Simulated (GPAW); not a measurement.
# Ga (I4/mmm) in GPAW: further runs

The runs below take Ga through optical spectrum, with PBE, LDA, AM05, PBEsol.

Everything below comes from runs of GPAW 26.7.0. Logs are shortened: lines on timing, memory, paths and dates and some standing lists are left out, and cuts for length are marked. The log counts tension as positive stress, the text compression.

**1. Starting point**

It takes space group I4/mmm (No. 139, tetragonal). The conventional cell has a = 2.731 Å, b = 2.731 Å, c = 4.560 Å, α = 90.00°, β = 90.00°, γ = 90.00°. Around Ga (site symmetry 4/mmm) lie 12 Ga at 2.73 to 2.99 Å.

This isn't the form of Ga at room conditions, which is orthorhombic.

**2. Optical spectrum, PBE**

File run.py:

```python
from ase.dft.bandgap import bandgap
from ase.io import read, write
from gpaw import GPAW, PW
from gpaw.response.df import DielectricFunction

atoms = read('Ga.xyz')

calc = GPAW(mode=PW(500),
            xc='PBE',
            kpts={'size': (11, 11, 11), 'gamma': True},
            occupations={'name': 'fermi-dirac', 'width': 0.05},
            nbands=7,
            convergence={'density': 1e-06},
            maxiter=150,
            txt='gpaw.txt')
atoms.calc = calc
energy = atoms.get_potential_energy()
calc.write('gs.gpw')
write('result.traj', atoms)
print(f'Energy: {energy:.6f} eV')
print('Fermi level:', round(calc.get_fermi_level(), 4), 'eV')
print(f'Gap: {bandgap(calc)[0]:.4f} eV, direct: {bandgap(calc, direct=True)[0]:.4f} eV')

dense = calc.fixed_density(kpts={'size': (34, 34, 34), 'gamma': True},
                           nbands=18, convergence={'bands': 12, 'eigenstates': 1e-7},
                           update_fermi_level=True, txt='dense.txt')
dense.write('dense.gpw', mode='all')

df = DielectricFunction('dense.gpw', frequencies={'type': 'nonlinear', 'domega0': 0.05, 'omega2': 10},
                        eta=0.1, ecut=50, nbands=12, rate='eta', txt='df.txt')
for direction in ['x', 'z']:
    df.get_dielectric_function(xc='RPA', direction=direction, filename=f'df_{direction}.csv')
```

File Ga.xyz:

```xyz
1
Lattice="-1.3656883352 1.3656883352 2.2799872528 1.3656883352 -1.3656883352 2.2799872528 1.3656883352 1.3656883352 -2.2799872528" Properties=species:S:1:pos:R:3 pbc="T T T"
Ga     0.0000000000      0.0000000000      0.0000000000
```

Potentials or basis: GPAW PAW data sets (gpaw-data 1.2.1), pw.

Run with:

```bash
OMP_NUM_THREADS=1 python run.py
```

gpaw.txt:

```text
__  _  _
 | _ |_)|_||  |
 |__||  | ||/\| - 26.7.0

Input parameters:
  mode=PW(ecut=500.0),
  convergence={'density': 1e-06},
  kpts=MonkhorstPack(size=(11, 11, 11), gamma=True),
  maxiter=150,
  nbands=7,
  occupations=Occupations(name='fermi-dirac', width=0.05),
  xc=XC(name='PBE')

Diagonalizing LCAO Hamiltonian
Converting LCAO to pw mode

       Ga

Atoms  # Å, Bohr magnetons
|   | symbol |        x |        y |        z |    initial magnetic moments |
|---|--------|----------|----------|----------|-----------------------------|
| 0 |     Ga | 0.000000 | 0.000000 | 0.000000 | ( 0.0000,  0.0000,  0.0000) |

Unit cell  # Å
| periodic |         x |         y |         z |  lengths |     angles |
|----------|-----------|-----------|-----------|----------|------------|
|      yes | -1.365688 |  1.365688 |  2.279987 | 2.988068 | 125.606528 |
|      yes |  1.365688 | -1.365688 |  2.279987 | 2.988068 | 125.606528 |
|      yes |  1.365688 |  1.365688 | -2.279987 | 2.988068 |  80.535805 |

Number of symmetries: 16
Symmetry operations  # r_c * U_cc + t_c -> r_c
|    | kind |            matrix            |
|----|------|------------------------------|
|  0 |  σ   |  1, 1, 1,  0, 0,-1,  0,-1, 0 |
|  1 |  C4  |  1, 1, 1,  0, 0,-1, -1, 0, 0 |
|  2 |  E   |  1, 0, 0,  0, 1, 0,  0, 0, 1 |
|  3 |  σ   |  1, 0, 0,  0, 1, 0, -1,-1,-1 |
|  4 |  σ   |  0, 1, 0,  1, 0, 0,  0, 0, 1 |
|  5 |  C2  |  0, 1, 0,  1, 0, 0, -1,-1,-1 |
|  6 |  C2  |  0, 0, 1, -1,-1,-1,  1, 0, 0 |
|  7 |  S4  |  0, 0, 1, -1,-1,-1,  0, 1, 0 |
|  8 |  C4  |  0, 0,-1,  1, 1, 1,  0,-1, 0 |
|  9 |  σ   |  0, 0,-1,  1, 1, 1, -1, 0, 0 |
| 10 |  σ   |  0,-1, 0, -1, 0, 0,  1, 1, 1 |
| 11 |  C2  |  0,-1, 0, -1, 0, 0,  0, 0,-1 |
| 12 |  C2  | -1, 0, 0,  0,-1, 0,  1, 1, 1 |
| 13 |  i   | -1, 0, 0,  0,-1, 0,  0, 0,-1 |
| 14 |  S4  | -1,-1,-1,  0, 0, 1,  1, 0, 0 |
| 15 |  C2  | -1,-1,-1,  0, 0, 1,  0, 1, 0 |

BZ-sampling:
  Number of BZ points: 1331
  Number of IBZ points: 126

  Monkhorst-Pack size: [11, 11, 11]
  Monkhorst-Pack shift: [0, 0, 0]

K-points  # in reciprocal-cell coordinates
|     |                                coordinates |     weight |
|-----|--------------------------------------------|------------|
|   0 | (  0.00000000,   0.00000000,   0.00000000) | 0.00075131 |
|   1 | (  0.09090909,  -0.09090909,   0.00000000) | 0.00300526 |
|   2 | (  0.09090909,  -0.09090909,   0.09090909) | 0.00300526 |
|   3 | (  0.09090909,   0.00000000,   0.00000000) | 0.00601052 |
|   4 | (  0.09090909,   0.09090909,  -0.09090909) | 0.00150263 |
|   5 | (  0.18181818,  -0.18181818,   0.00000000) | 0.00300526 |
|   6 | (  0.18181818,  -0.18181818,   0.09090909) | 0.00601052 |
|   7 | (  0.18181818,  -0.18181818,   0.18181818) | 0.00300526 |
|   8 | (  0.18181818,  -0.09090909,   0.00000000) | 0.01202104 |
|   9 | (  0.18181818,  -0.09090909,   0.09090909) | 0.00601052 |
| ... |                                            |            |
| 125 | (  0.45454545,   0.45454545,   0.45454545) | 0.00601052 |

Plane wave coefficients: 443
Cutoff: 500.0 eV

Spin-components: 1 (collinear spins)
Bands:           7
Projectors:      5
Spin-degeneracy: 2
Datatype:        complex128

Parallelization:
  kpt:    1
  domain: 1
  band:   1

Density:
  Valence electrons: 3.0
  Components: 1
  Grid points: [16 16 16]
  Charge: 0.0  # |e|

Potential:
  Grid points: [16 16 16]

species:
  Ga:
    name:    Gallium
    Z:       31.0
    valence: 3
    core:    28
    charge:  0.0  # [|e|]
    compensation charges:
      type: gauss
      rc: 0.37  # [Å]
      lmax: 2
    cutoffs:
      filter: 2.06  # [Å]
      core: 4.17  # [Å]
    projectors
    | kind |    occ | energy [eV] | rcut [Å] |
    |------|--------|-------------|----------|
    |   4s |  2.000 |      -8.945 |    1.164 |
    |   4p |  1.000 |      -2.580 |    1.164 |
    |    s |        |      18.266 |    1.164 |
    |    p |        |      24.631 |    1.164 |
    |    d |        |       0.000 |    1.164 |

    Using partial waves for Ga as LCAO basis

Reference energy: -52884.671529  # eV

eigensolver:
  PPCG
  Converge bands: occupied
  niter=2

density mixing:
  MSR1-Mixer
  Pratt-step length: 0.05
  Maximum mixing coefficient: 0.75
  Old densities: 10
  SVD Regularization: 0.005
  Good broyden scale: 1.0
  Trust region scale: 1.0
  Backstep threshold: 4.0
  History deletion threshold: 6.0
  Fourier metric: weight=20.0, sigma=0.015

occupation numbers:
  Fermi-Dirac:
    width: 0.0500  # eV

poisson solver:
  ecut: 4000.0  # eV

xc functional:
  name: PBE with 2 nearest neighbor stencil

convergence criteria:
- Maximum integral of absolute [dens]ity change: 1e-06 electrons / valence electron
- Maximum [total energy] change in last 3 cyles: 0.0005 eV / valence electron
- Maximum integral of absolute [eigenst]ate change: 4e-08 eV^2 / valence electron
maximum number of iterations: 150

SCF iterations
|iter     | |      energy | eigst |  dens |
|---------|-|-------------|-------|-------|
|iter:   1| |   -2.867016 | -0.92 |       |
|iter:   2| |   -2.866122 | -3.46 | -1.06 |
|iter:   3| |   -2.857955 | -3.75 | -1.09 |
|iter:   4| |   -2.857325 | -4.47 | -1.63 |
|iter:   5| |   -2.857325c| -6.15 | -2.92 |
|iter:   6| |   -2.857325c| -6.95 | -3.36 |
|iter:   7| |   -2.857325c| -8.11c| -4.75 |
|iter:   8| |   -2.857325c| -8.95c| -5.22 |
|iter:   9| |   -2.857325c| -9.77c| -6.35c|

Converged in 9 steps
Energy contributions relative to reference atoms: (reference = -52884.671529)

Energy contributions:
  Kinetic:          12.943416
  Coulomb:         -10.371930
  Zero:              0.009620
  External:          0.000000
  Xc:               -5.436732
  Entropy:          -0.003397
  Spinorbit:         0.000000
  ----------------------------
  Free energy:      -2.859023
  Extrapolated:     -2.857325

dipole moment: (-3.514471, -3.514471, -5.867334)  # |e|*Ang

Fermi level: 7.328
Eigenvalues  # (at kpt = [0.000, 0.000, 0.000])
| band index |      eig [eV] | occ [0-2] |
|------------|---------------|-----------|
|          0 |        -4.573 |     2.000 |
|          1 |        20.567 |     0.000 |
|          2 |        20.861 |     0.000 |
|          3 |        20.861 |     0.000 |
|          4 |        22.407 |     0.000 |
|          5 |        23.439 |     0.000 |
|          6 |        23.439 |     0.000 |

No gap
No difference between direct/indirect transitions
# Writing to gs.gpw (mode='')
```

It took 4.3 min on 1 thread of Arm Neoverse V1, shared host; peak memory 0.9 GiB.

What came out:

| Item | Value |
| --- | --- |
| Free energy | -2.8590 eV |
| Band gap on the k mesh | none (metal or under the smearing width) |

Dielectric function (mean over the directions given):
```csv
energy (eV),real part,imaginary part
1.04,-121.29,73.98
1.43,-81.31,48.77
1.89,-60.85,24.12
2.42,-36.05,10.65
2.79,-29.21,7.15
3.30,-20.19,4.14
3.76,-15.72,2.96
4.16,-12.51,2.11
4.65,-9.83,1.49
5.16,-7.83,1.10
5.53,-6.74,0.84
6.07,-5.45,0.65
6.55,-4.52,0.49
7.04,-3.79,0.39
7.38,-3.34,0.33
7.90,-2.79,0.27
8.43,-2.31,0.21
8.80,-2.03,0.19
9.27,-1.73,0.16
9.76,-1.45,0.14
10.16,-1.27,0.13
10.67,-1.05,0.11
11.20,-0.86,0.10
11.52,-0.76,0.09
12.08,-0.59,0.08
12.53,-0.48,0.08
13.00,-0.37,0.07
13.48,-0.27,0.07
13.97,-0.18,0.06
14.48,-0.10,0.07
14.86,-0.04,0.06
15.39,0.03,0.06
15.94,0.09,0.06
16.36,0.14,0.05
16.93,0.19,0.05
17.51,0.25,0.05
17.96,0.28,0.05
18.58,0.33,0.05
19.22,0.37,0.04
19.87,0.42,0.05
```

Caveat: the intraband term hangs on this k mesh; the long-wavelength limit can be off by a per cent or two; independent-particle spectra lack excitons.

**3. Optical spectrum, LDA**

This run uses another cell than the first one, of 17.72 Å³/atom, 1.042 times its volume.

run.py, as its differences from that of step 2:

```diff
@@ -5,6 +5,6 @@
 
-atoms = read('Ga.xyz')
+atoms = read('POSCAR')
 
 calc = GPAW(mode=PW(500),
-            xc='PBE',
+            xc='LDA',
             kpts={'size': (11, 11, 11), 'gamma': True},
```

File POSCAR:

```
Ga
1.0
   -1.3843987196      1.3843987196      2.3112238365
    1.3843987196     -1.3843987196      2.3112238365
    1.3843987196      1.3843987196     -2.3112238365
Ga
1
Direct
    0.0000000000      0.0000000000      0.0000000000
```

Potentials or basis: the program's PAW data sets (release 1.2.1) made for this functional, pw.

Run with:

```bash
OMP_NUM_THREADS=1 python run.py
```

gpaw.txt:

```text
__  _  _
 | _ |_)|_||  |
 |__||  | ||/\| - 26.7.0

Input parameters:
  mode=PW(ecut=500.0),
  convergence={'density': 1e-06},
  kpts=MonkhorstPack(size=(11, 11, 11), gamma=True),
  maxiter=150,
  nbands=7,
  occupations=Occupations(name='fermi-dirac', width=0.05),
  xc=XC(name='LDA')

Diagonalizing LCAO Hamiltonian
Converting LCAO to pw mode

       Ga

Atoms  # Å, Bohr magnetons
|   | symbol |        x |        y |        z |    initial magnetic moments |
|---|--------|----------|----------|----------|-----------------------------|
| 0 |     Ga | 0.000000 | 0.000000 | 0.000000 | ( 0.0000,  0.0000,  0.0000) |

Unit cell  # Å
| periodic |         x |         y |         z |  lengths |     angles |
|----------|-----------|-----------|-----------|----------|------------|
|      yes | -1.384399 |  1.384399 |  2.311224 | 3.029006 | 125.606528 |
|      yes |  1.384399 | -1.384399 |  2.311224 | 3.029006 | 125.606528 |
|      yes |  1.384399 |  1.384399 | -2.311224 | 3.029006 |  80.535805 |

Number of symmetries: 16
[... 124 lines left out ...]
maximum number of iterations: 150

SCF iterations
|iter     | |      energy | eigst |  dens |
|---------|-|-------------|-------|-------|
|iter:   1| |   -3.577036 | -0.95 |       |
|iter:   2| |   -3.575756 | -3.41 | -1.09 |
|iter:   3| |   -3.564351 | -3.66 | -1.12 |
|iter:   4| |   -3.563385 | -4.40 | -1.68 |
|iter:   5| |   -3.563379c| -6.00 | -2.91 |
|iter:   6| |   -3.563379c| -6.87 | -3.39 |
|iter:   7| |   -3.563379c| -8.27c| -4.67 |
|iter:   8| |   -3.563379c| -9.17c| -5.15 |
|iter:   9| |   -3.563379c| -9.93c| -6.45c|

Converged in 9 steps
Energy contributions relative to reference atoms: (reference = -52808.056103)

Energy contributions:
  Kinetic:          10.802473
  Coulomb:          -8.747060
  Zero:              0.006135
  External:          0.000000
  Xc:               -5.623170
  Entropy:          -0.003515
  Spinorbit:         0.000000
  ----------------------------
  Free energy:      -3.565136
  Extrapolated:     -3.563379

dipole moment: (-3.586977, -3.586977, -5.988382)  # |e|*Ang

Fermi level: 6.484
Eigenvalues  # (at kpt = [0.000, 0.000, 0.000])
| band index |      eig [eV] | occ [0-2] |
|------------|---------------|-----------|
|          0 |        -5.045 |     2.000 |
|          1 |        19.024 |     0.000 |
|          2 |        19.416 |     0.000 |
|          3 |        19.416 |     0.000 |
|          4 |        21.468 |     0.000 |
|          5 |        22.495 |     0.000 |
|          6 |        22.498 |     0.000 |

No gap
No difference between direct/indirect transitions
# Writing to gs.gpw (mode='')
```

df.txt:

```text
NonLinearFrequencyDescriptor(from 0.000 to 46.146 eV, 318 points)
NonLinearFrequencyDescriptor(from 0.000 to 46.146 eV, 318 points)

Calculating chi0 body with:
    Ground state adapter containing:
    Number of spins: 1
    Number of kpoints: 39304
    Number of irreducible kpoints: 2844
    Number of completely occupied states: 0
    Number of partially occupied states: 3

    Linear response parametrization:
    q_c: [0.0, 0.0, 0.0]
    Number of frequency points: 318
[... 42 lines left out ...]
    Number of spins: 1
    Number of kpoints: 39304
    Number of irreducible kpoints: 2844
    Number of completely occupied states: 0
    Number of partially occupied states: 3

Symmetries of q_c:
    Direct symmetries (Uq -> q): 16
    Indirect symmetries (TUq -> q): 0
In total 16 allowed symmetries.

Integral kind: intraband
Plasma frequency:
[[12.1-0.j  0. +0.j  0. +0.j]
 [ 0. +0.j 12.1-0.j  0. -0.j]
 [ 0. +0.j  0. -0.j 12.1+0.j]]

Finished calculating chi0
```

Run time: 4.9 min. Hardware: 1 thread of Arm Neoverse V1, shared host; peak memory 0.92 GiB.

What came out:

```
Free energy            : -3.5651 eV
Band gap on the k mesh : none (metal or under the smearing width)
```

Dielectric function (mean over the directions given):
```tsv
energy (eV)	real part	imaginary part
0.88	-143.76	68.71
1.26	-82.05	57.77
1.77	-59.59	28.77
2.30	-37.07	12.89
2.66	-28.58	8.29
3.17	-19.78	4.90
3.69	-15.13	2.90
4.16	-11.54	2.28
4.51	-9.78	1.74
5.01	-7.71	1.25
5.53	-6.21	0.92
5.91	-5.37	0.75
6.39	-4.41	0.58
6.87	-3.70	0.45
7.38	-3.07	0.36
7.81	-2.63	0.31
8.25	-2.25	0.25
8.80	-1.86	0.21
9.18	-1.62	0.18
9.66	-1.35	0.15
10.16	-1.12	0.14
10.67	-0.92	0.12
11.09	-0.78	0.11
11.52	-0.65	0.10
12.08	-0.50	0.09
12.42	-0.41	0.09
12.88	-0.31	0.08
13.48	-0.19	0.08
13.97	-0.11	0.07
14.35	-0.05	0.08
14.86	0.02	0.07
15.39	0.08	0.07
15.80	0.13	0.06
16.36	0.18	0.06
16.93	0.24	0.05
17.51	0.29	0.05
17.96	0.33	0.05
18.58	0.37	0.05
19.22	0.41	0.05
19.87	0.45	0.05
```

Caveat: the intraband term hangs on this k mesh; the long-wavelength limit can be off by a per cent or two; independent-particle spectra lack excitons.

(Continued in part 2 of 3.)
